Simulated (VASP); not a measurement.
Crystal: CsPbCl3.

```xyz
5
Lattice="5.6050 0.0000 0.0000 0.0000 5.6050 0.0000 0.0000 0.0000 5.6050" Properties=species:S:1:pos:R:3 pbc="T T T"
Pb    2.8025    2.8025    2.8025
Cs    0.0000    0.0000    0.0000
Cl    2.8025    0.0000    2.8025
Cl    0.0000    2.8025    2.8025
Cl    2.8025    2.8025    0.0000
```

Base run:

```yaml
Program: VASP 6.6.1
Functional: PBE
Potentials_or_basis: VASP PAW PBE potentials, release 64 (Pb_d, Cs_sv, Cl)
Cutoff: 520 eV
k_mesh: 6 × 6 × 6
Occupations: gaussian, width 0.02 eV
Spin: no spin polarisation
```

Its results: band gap on the k mesh 1.94 eV, direct.

**Question.** After a change of settings the same cell gave: band gap on the k mesh 2.31 eV, direct. Which change was it?
A. functional from PBE to LDA; potentials or basis from VASP PAW PBE potentials, release 64 (Pb_d, Cs_sv, Cl) to VASP PAW LDA potentials, release 64 (Pb_d, Cs_sv, Cl)
B. functional from PBE to r2SCAN; further incar settings from ALGO = Fast; EDIFF = 1e-07; NBANDS = 30 to ALGO = Normal; EDIFF = 1e-07; NBANDS = 30
C. functional from PBE to PBEsol

**Answer.** B.

Caveats: spin-orbit coupling is left out, which as a rule narrows the gap of such compounds by several tenths of an eV.
